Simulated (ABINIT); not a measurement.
# Fe (Fmmm) in ABINIT: further runs

The runs below take Fe through single point, relaxation of cell and atoms, with PBE, LDA.

Program: ABINIT 10.8.3 (patched build). These are calculated values, not measurements. Logs are shortened: lines on timing, memory, paths and dates and some standing lists are left out, and cuts for length are marked. The log counts tension as positive stress, the text compression.

## Step 1: The crystal as given

It takes space group Fmmm (No. 69, orthorhombic). The conventional cell has a = 2.997 Å, b = 3.883 Å, c = 3.930 Å, α = 90.00°, β = 90.00°, γ = 90.00°. Fe (site symmetry mmm) is surrounded by 12 Fe at 2.45 to 2.76 Å.

## Step 2: Single point, PBE, collinear spin, ferromagnetic start

Input file run.abi:

```
# Pseudopotentials
pp_dirpath "./"
pseudos "Fe.GGA_PBE-JTH.xml"

# Structure
acell 3*1.0 Angstrom
rprim
     0.0000000000     1.9417396906     1.9651051623
     1.4984397099     0.0000000000     1.9651051623
     1.4984397099     1.9417396906     0.0000000000
ntypat 1
znucl 26
natom 1
typat 1
xcart
     0.0000000000     0.0000000000     0.0000000000 Angstrom
chkprim 0
chksymtnons 0
tolsym 1.0e-6

# Plane-wave basis
ecut 26.0
pawecutdg 48.0
pawxcdev 0

# k points
kptopt 1
ngkpt 13 13 13
nshiftk 1
shiftk 0.0 0.0 0.0

# Exchange and correlation
ixc 11

# Bands and occupations
nband 13
occopt 3
tsmear 0.00183747

# Spin
nsppol 2
spinat
     0.0000000000     0.0000000000     5.0000000000

# SCF cycle
nstep 100
tolvrs 1.0e-9

# Output
iomode 3
prtwf 0
prtden 0
prteig 0
prtebands 0
enunit 2
```

Potentials or basis: JTH PAW PBE v2.0.

Launch:

```
$ abinit run.abi > log 2>&1
```

run.abo:

```text
.Version 10.8.3 of ABINIT
 Symmetries : space group Fm m m (# 69); Bravais oF (face-center ortho.)
================================================================================
 Values of the parameters that define the memory need of the present run
     intxc =       0    ionmov =       0      iscf =      17    lmnmax =      18
     lnmax =       6     mgfft =      24  mpssoang =       3    mqgrid =    3001
     natom =       1  nloc_mem =       2    nspden =       2   nspinor =       1
    nsppol =       2      nsym =       8    n1xccc =       1    ntypat =       1
    occopt =       3   xclevel =       2
       mpw =         506          nfft =       13824          nkpt =         343
 PAW method is used; the additional fine FFT grid is defined by:
   mgfftf=        36    nfftf =     46656
================================================================================
================================================================================

--------------------------------------------------------------------------------
------------- Echo of variables that govern the present computation ------------
--------------------------------------------------------------------------------
 -outvars: echo values of preprocessed input variables --------
            acell      1.8897261259E+00  1.8897261259E+00  1.8897261259E+00 Bohr
              amu      5.58470000E+01
          chkprim           0
      chksymtnons           0
             ecut      2.60000000E+01 Hartree
           enunit           2
                       outvar_i_n : Printing only first  50 k-points.
              ixc          11
                       outvar_i_n : Printing only first  50 k-points.
         kptrlatt       13    0    0      0   13    0      0    0   13
          kptrlen      6.02537925E+01
            natom           1
            nband          13
            ngfft          24      24      24
          ngfftdg          36      36      36
             nkpt         343
           nspden           2
           nsppol           2
            nstep         100
             nsym           8
           ntypat           1
                       prtocc : prtvol=0, do not print more k-points.
                       1.000000  1.000000  1.000000  1.000000  1.000000  1.000000
                       1.000000  1.000000  0.000000  0.000000  0.000000  0.000000
                       0.000000
                       1.000000  1.000000  1.000000  1.000000  1.000000  1.000000
                       1.000000  1.000000  0.000000  0.000000  0.000000  0.000000
                       0.000000
                       1.000000  1.000000  1.000000  1.000000  1.000000  1.000000
                       1.000000  1.000000  0.000000  0.000000  0.000000  0.000000
                       0.000000
                       1.000000  1.000000  1.000000  1.000000  1.000000  1.000000
                       1.000000  1.000000  0.000000  0.000000  0.000000  0.000000
                       0.000000
                       1.000000  1.000000  1.000000  1.000000  1.000000  1.000000
                       1.000000  1.000000  0.000000  0.000000  0.000000  0.000000
                       0.000000
                       1.000000  1.000000  1.000000  1.000000  1.000000  1.000000
                       1.000000  1.000000  0.000000  0.000000  0.000000  0.000000
[... 118 lines left out ...]
                       1.000000  1.000000  1.000000  1.000000  1.000000  1.000000
                       1.000000  1.000000  0.000000  0.000000  0.000000  0.000000
                       0.000000
                       1.000000  1.000000  1.000000  1.000000  1.000000  1.000000
                       1.000000  1.000000  0.000000  0.000000  0.000000  0.000000
                       0.000000
                       1.000000  1.000000  1.000000  1.000000  1.000000  1.000000
                       1.000000  1.000000  0.000000  0.000000  0.000000  0.000000
                       0.000000
                       1.000000  1.000000  1.000000  1.000000  1.000000  1.000000
                       1.000000  1.000000  0.000000  0.000000  0.000000  0.000000
                       0.000000
                       1.000000  1.000000  1.000000  1.000000  1.000000  1.000000
                       1.000000  1.000000  0.000000  0.000000  0.000000  0.000000
                       0.000000
                       prtocc : prtvol=0, do not print more k-points.
           occopt           3
        pawecutdg      4.80000000E+01 Hartree
         pawxcdev           0
           prtden           0
        prtebands           0
           prteig           0
            prtwf           0
            rprim      0.0000000000E+00  1.9417396906E+00  1.9651051623E+00
                       1.4984397099E+00  0.0000000000E+00  1.9651051623E+00
                       1.4984397099E+00  1.9417396906E+00  0.0000000000E+00
          spgroup          69
           spinat      0.0000000000E+00  0.0000000000E+00  5.0000000000E+00
           tolsym      1.00000000E-06
           tolvrs      1.00000000E-09
           tsmear      1.83747000E-03 Hartree
            typat      1
           useylm           1
                       outvars : Printing only first  50 k-points.
            znucl       26.00000

================================================================================

 chkinp: Checking input parameters for consistency.

================================================================================
== DATASET  1 ==================================================================

--- !DatasetInfo
iteration_state: {dtset: 1, }
dimensions: {natom: 1, nkpt: 343, mband: 13, nsppol: 2, nspinor: 1, nspden: 2, mpw: 506, }
cutoff_energies: {ecut:  26.0, pawecutdg:  48.0, }
electrons: {nelect:   1.60000000E+01, charge:   0.00000000E+00, occopt:   3.00000000E+00, tsmear:   1.83747000E-03, }
meta: {optdriver: 0, ionmov: 0, optcell: 0, iscf: 17, paral_kgb: 0, }
...

 Exchange-correlation functional for the present dataset will be:
  GGA: Perdew-Burke-Ernzerhof functional - ixc=11
  J.P.Perdew, K.Burke, M.Ernzerhof, PRL 77, 3865 (1996)

[... 59 lines left out ...]

 At SCF step   15       nres2   =  2.38E-10 < tolvrs=  1.00E-09 =>converged.

 Cartesian components of stress tensor (hartree/bohr^3)
  sigma(1 1)=  2.41019374E-04  sigma(3 2)=  0.00000000E+00
  sigma(2 2)= -5.27429946E-05  sigma(3 1)=  0.00000000E+00
  sigma(3 3)= -1.81298741E-06  sigma(2 1)=  0.00000000E+00

--- !ResultsGS
iteration_state: {dtset: 1, }
comment   : Summary of ground state results
lattice_vectors:
- [  0.0000000,   3.6693562,   3.7135106, ]
- [  2.8316407,   0.0000000,   3.7135106, ]
- [  2.8316407,   3.6693562,   0.0000000, ]
lattice_lengths: [   5.22057,    4.66994,    4.63491, ]
lattice_angles: [ 68.257,  56.190,  55.553, ] # degrees, (23, 13, 12)
lattice_volume:   7.7168965E+01
convergence: {deltae: -3.062E-11, res2:  2.379E-10, residm:  2.874E-04, diffor: null, }
etotal    :  -1.24441189E+02
entropy   :   0.00000000E+00
fermie    :   3.34319314E-01
cartesian_stress_tensor: # hartree/bohr^3
- [  2.41019374E-04,   0.00000000E+00,   0.00000000E+00, ]
- [  0.00000000E+00,  -5.27429946E-05,   0.00000000E+00, ]
- [  0.00000000E+00,   0.00000000E+00,  -1.81298741E-06, ]
pressure_GPa:  -1.8286E+00
xred      :
- [  0.0000E+00,   0.0000E+00,   0.0000E+00, Fe]
cartesian_forces: # hartree/bohr
- [ -0.00000000E+00,  -0.00000000E+00,  -0.00000000E+00, ]
force_length_stats: {min:   0.00000000E+00, max:   0.00000000E+00, mean:   0.00000000E+00, }
...

 Integrated electronic and magnetization densities in atomic spheres:
 ------------------------------------------------------------------------------------------------------------
 Radius=ratsph(iatom), smearing ratsm=  0.0000. Diff(up-dn)=approximate z local magnetic moment.
    Atom    Radius    up_density   dn_density  Total(up+dn)  Diff(up-dn)
    1 Fe   2.11532     8.319834     6.093371     14.413205     2.226463
 ------------------------------------------------------------------------------------------------------------
  Sum:                 8.319834     6.093371     14.413205     2.226463
 Total magnetization (from the atomic spheres):                2.226463
 Total magnetization (exact up - dn):                          2.173028

================================================================================

 ----iterations are completed or convergence reached----

 Mean square residual over all n,k,spin=   99.053E-09; max=  28.741E-05
 reduced coordinates (array xred) for    1 atoms
       0.000000000000      0.000000000000      0.000000000000
 rms dE/dt=  0.0000E+00; max dE/dt=  0.0000E+00; dE/dt below (all hartree)
    1       0.000000000000      0.000000000000      0.000000000000

 cartesian coordinates (angstrom) at end:
    1      0.00000000000000     0.00000000000000     0.00000000000000

 cartesian forces (hartree/bohr) at end:
    1     -0.00000000000000    -0.00000000000000    -0.00000000000000
 frms,max,avg= 0.0000000E+00 0.0000000E+00   0.000E+00  0.000E+00  0.000E+00 h/b

 cartesian forces (eV/Angstrom) at end:
    1     -0.00000000000000    -0.00000000000000    -0.00000000000000
 frms,max,avg= 0.0000000E+00 0.0000000E+00   0.000E+00  0.000E+00  0.000E+00 e/A
 length scales=  1.889726125908  1.889726125908  1.889726125908 bohr
              =  1.000000000000  1.000000000000  1.000000000000 angstroms
 Fermi (or HOMO) energy (hartree) =   0.33432   Average Vxc (hartree)=  -0.46804
 Magnetization (Bohr magneton)=  2.17302427E+00
 Total spin up =  9.08651213E+00   Total spin down =  6.91348787E+00
 Eigenvalues (hartree) for nkpt= 343  k points, SPIN UP:
 kpt#   1, nband= 13, wtk=  0.00046, kpt=  0.0000  0.0000  0.0000 (reduced coord)
  -2.90409   -1.64723   -1.64701   -1.64685    0.02236    0.24454    0.24777    0.25979
   0.28507    0.29916    1.19762    1.25212    1.26156
      occupation numbers for kpt#   1
   1.00000    1.00000    1.00000    1.00000    1.00000    1.00000    1.00000    1.00000
   1.00000    1.00000    0.00000    0.00000    0.00000
 prteigrs : prtvol=0 or 1, do not print more k-points.

 Eigenvalues (hartree) for nkpt= 343  k points, SPIN DOWN:
 kpt#   1, nband= 13, wtk=  0.00046, kpt=  0.0000  0.0000  0.0000 (reduced coord)
  -2.80735   -1.55235   -1.55205   -1.55176    0.02793    0.31065    0.31619    0.33467
   0.38189    0.40461    1.18703    1.24413    1.25495
      occupation numbers for kpt#   1
   1.00000    1.00000    1.00000    1.00000    1.00000    1.00000    0.99995    0.45186
   0.00000    0.00000    0.00000    0.00000    0.00000
 prteigrs : prtvol=0 or 1, do not print more k-points.

 Fermi (or HOMO) energy (eV) =   9.09729   Average Vxc (eV)= -12.73605
 Eigenvalues (   eV  ) for nkpt= 343  k points, SPIN UP:
 kpt#   1, nband= 13, wtk=  0.00046, kpt=  0.0000  0.0000  0.0000 (reduced coord)
 -79.02437  -44.82354  -44.81751  -44.81316    0.60836    6.65432    6.74204    7.06911
   7.75716    8.14059   32.58879   34.07185   34.32888
 prteigrs : prtvol=0 or 1, do not print more k-points.

 Eigenvalues (   eV  ) for nkpt= 343  k points, SPIN DOWN:
 kpt#   1, nband= 13, wtk=  0.00046, kpt=  0.0000  0.0000  0.0000 (reduced coord)
 -76.39191  -42.24157  -42.23349  -42.22550    0.76006    8.45323    8.60392    9.10695
  10.39166   11.01000   32.30072   33.85451   34.14899
 prteigrs : prtvol=0 or 1, do not print more k-points.

--- !EnergyTerms
iteration_state     : {dtset: 1, }
comment             : Components of total free energy in Hartree
kinetic             :  1.22147515807858E+01
hartree             :  2.36454911515009E+01
xc                  : -3.42499231291717E+00
Ewald energy        : -8.68344212945665E+01
psp_core            :  6.44404376225122E+00
local_psp           : -6.51498342065624E+01
PAW spherical_terms : -1.13358823136469E+01
internal            : -1.24440843633155E+02
'-kT*entropy'       : -3.44943966028390E-04
total_energy        : -1.24441188577121E+02
total_energy_eV     : -3.38621724728100E+03
...

--- !EnergyTermsDC
iteration_state     : {dtset: 1, }
comment             : '"Double-counting" decomposition of free energy'
band_energy         : -1.33406158071518E+01
Ewald energy        : -8.68344212945665E+01
psp_core            :  6.44404376225122E+00
xc_dc               : -2.26094184438719E+01
PAW spherical_terms : -8.10043259640427E+00
internal            : -1.24440844379743E+02
'-kT*entropy'       : -3.44943966028390E-04
total_energy_dc     : -1.24441189323709E+02
total_energy_dc_eV  : -3.38621726759670E+03
...

--- !EnergyTermsWithPAWCore
iteration_state     : {dtset: 1, }
comment             : 'Components of total free energy, including PAW core contributions'
Total energy        : -1.27278424551107E+03
Total energy DC     : -1.27278424625766E+03
Total energy (eV)   : -3.46342237124013E+04
Total energy DC (eV): -3.46342237327170E+04
...

 Cartesian components of stress tensor (hartree/bohr^3)
  sigma(1 1)=  2.41019374E-04  sigma(3 2)=  0.00000000E+00
  sigma(2 2)= -5.27429946E-05  sigma(3 1)=  0.00000000E+00
  sigma(3 3)= -1.81298741E-06  sigma(2 1)=  0.00000000E+00

-Cartesian components of stress tensor (GPa)         [Pressure= -1.8286E+00 GPa]
- sigma(1 1)=  7.09103479E+00  sigma(3 2)=  0.00000000E+00
- sigma(2 2)= -1.55175247E+00  sigma(3 1)=  0.00000000E+00
- sigma(3 3)= -5.33399312E-02  sigma(2 1)=  0.00000000E+00

== END DATASET(S) ==============================================================
================================================================================

 -outvars: echo values of variables after computation  --------
            acell      1.8897261259E+00  1.8897261259E+00  1.8897261259E+00 Bohr
           etotal     -1.2444118932E+02
            fcart     -0.0000000000E+00 -0.0000000000E+00 -0.0000000000E+00
            rprim      0.0000000000E+00  1.9417396906E+00  1.9651051623E+00
                       1.4984397099E+00  0.0000000000E+00  1.9651051623E+00
                       1.4984397099E+00  1.9417396906E+00  0.0000000000E+00
           strten      2.4101937378E-04 -5.2742994590E-05 -1.8129874102E-06
                       0.0000000000E+00  0.0000000000E+00  0.0000000000E+00
 Calculation completed.
```

It took 2.8 min on 1 thread of Arm Neoverse V1, shared host; peak memory 0.21 GiB.

What came out:

| Quantity | Value |
| --- | --- |
| Free energy | -3386.2173 eV |
| Pressure | -1.8 GPa |
| Band gap on the k mesh | none (metal or under the smearing width) |
| Net moment | 2.17 μB per cell |
| Site moments | Fe +2.23 μB |
| Valence electrons inside the program's atomic spheres | Fe 14.41 (radii [1.1194] Å) |

Stress tensor (GPa, compression positive):
```
-7.09  0.00  0.00
 0.00  1.55  0.00
 0.00  0.00  0.05
```

## Step 3: Relaxation of cell and atoms, LDA, collinear spin, ferromagnetic start

Input file run.abi:

```
# Pseudopotentials
pp_dirpath "./"
pseudos "Fe.LDA_PW-JTH.xml"

# Structure
acell 5.2205685297 4.6699410662 4.6349071117
rprim
     0.0000000000     0.7028652530     0.7113230181
     0.6063546897     0.0000000000     0.7951943098
     0.6109379536     0.7916784807     0.0000000000
ntypat 1
znucl 26
natom 1
typat 1
xcart
     0.0000000000     0.0000000000     0.0000000000 Angstrom
chkprim 0
chksymtnons 0
tolsym 1.0e-6

# Plane-wave basis
ecut 26.0
pawecutdg 48.0

# k points
kptopt 1
ngkpt 8 8 8
nshiftk 1
shiftk 0.0 0.0 0.0

# Exchange and correlation
ixc 7

# Bands and occupations
nband 13
occopt 3
tsmear 0.00183747

# Spin
nsppol 2
spinat
     0.0000000000     0.0000000000     3.0000000000

# SCF cycle
nstep 100
tolvrs 1.0e-9

# Output
iomode 3
prtwf 0
prtden 0
prteig 0
prtebands 0
enunit 1

# Relaxation
ionmov 2
ntime 60
tolmxf 0.0001
optcell 2
dilatmx 1.08
ecutsm 0.5
```

Potentials or basis: JTH PAW LDA v2.0.

Launch:

```
$ abinit run.abi > log 2>&1
```

It took 6.1 min on 1 thread of Arm Neoverse V2, shared host; peak memory 0.13 GiB.

Results (log left out):

```yaml
Free_energy: -3389.4812 eV
Relaxed_volume: 10.40 Å³/atom
Relaxed_cell: a = 2.750 Å, b = 2.382 Å, c = 2.382 Å, α = 70.53°, β = 54.73°, γ = 54.74°
Space_group_after_relaxing_to_0.05_Å: Im-3m (No. 229)
Energy_gained_by_relaxing: 91.3 meV/atom
Ionic_steps: 11
Pressure_after_relaxing: 0.0 GPa
Band_gap_on_the_k_mesh: none (metal or under the smearing width)
Net_moment: 1.98 μB per cell
Site_moments: Fe +2.00 μB
Valence_electrons_inside_the_program's_atomic_spheres: Fe 14.55 (radii [1.1194] Å)
```

Step by step:
```
step  energy change (eV)  largest force (eV/Å)  pressure (GPa)  volume (Å³)
   1              0.0000                0.0000          -17.56        11.44
   2             -0.0565                0.0000           -9.87        10.83
   3             -0.0739                0.0000            8.56        10.04
   4             -0.0824                0.0000            1.60        10.31
   5             -0.0859                0.0000            0.22        10.38
   6             -0.0909                0.0000           -1.61        10.46
   7             -0.0912                0.0000           -0.27        10.41
   8             -0.0913                0.0000            0.01        10.40
   9             -0.0913                0.0000            0.06        10.40
  10             -0.0913                0.0000            0.03        10.40
  11             -0.0913                0.0000            0.01        10.40
```

Final structure:
```xyz
1
Lattice="0.0000 1.9446 1.9446 1.3750 0.0000 1.9446 1.3750 1.9446 0.0000" Properties=species:S:1:pos:R:3 pbc="T T T"
Fe    0.0000    0.0000    0.0000
```

Levels at points of the mesh, in eV from the Fermi level:
Spin up:
```tsv
k point	band 7	band 8	band 9	band 10	band 11	band 12
(0.00, 0.00, 0.00)	-2.56	-2.56	-1.01	-1.01	25.26	25.26
(0.50, 0.00, 0.00)	-0.97	-0.78	0.19	0.58	8.07	18.67
(0.50, 0.50, 0.00)	-0.97	-0.78	0.19	0.58	8.07	18.68
(0.50, 0.00, 0.50)	-0.97	-0.78	0.19	0.58	8.07	18.68
(0.00, 0.50, 0.50)	0.26	0.26	0.26	10.20	10.20	10.20
```
Spin down:
```tsv
k point	band 4	band 5	band 6	band 7	band 8	band 9	band 10	band 11
(0.00, 0.00, 0.00)	-51.32	-8.84	-0.87	-0.87	-0.87	1.21	1.21	25.39
(0.50, 0.00, 0.00)	-51.32	-4.37	-2.30	0.55	1.13	1.51	2.55	9.38
(0.50, 0.50, 0.00)	-51.32	-4.37	-2.30	0.55	1.13	1.51	2.55	9.38
(0.50, 0.00, 0.50)	-51.32	-4.37	-2.30	0.55	1.13	1.51	2.55	9.38
(0.00, 0.50, 0.50)	-51.76	-3.93	-3.93	2.20	2.20	2.20	10.65	10.65
```

Caveat: the k mesh is coarse (spacing up to 0.39 Å⁻¹), so the values aren't converged.

## Step 4: The reference run

An earlier run on the cell as given: functional PBE; potentials or basis JTH PAW PBE v2.0; cutoff 707 eV; k mesh 13 × 13 × 13; occupations fermi-dirac, width 0.05 eV; collinear spin, ferromagnetic start; starting moments [3.0] μB.

- Pressure: -1.8 GPa
- Band gap on the k mesh: none (metal or under the smearing width)
- Net moment: 2.17 μB per cell
- Site moments: Fe +2.23 μB
- Valence electrons inside the program's atomic spheres: Fe 14.41 (radii [1.1194] Å)
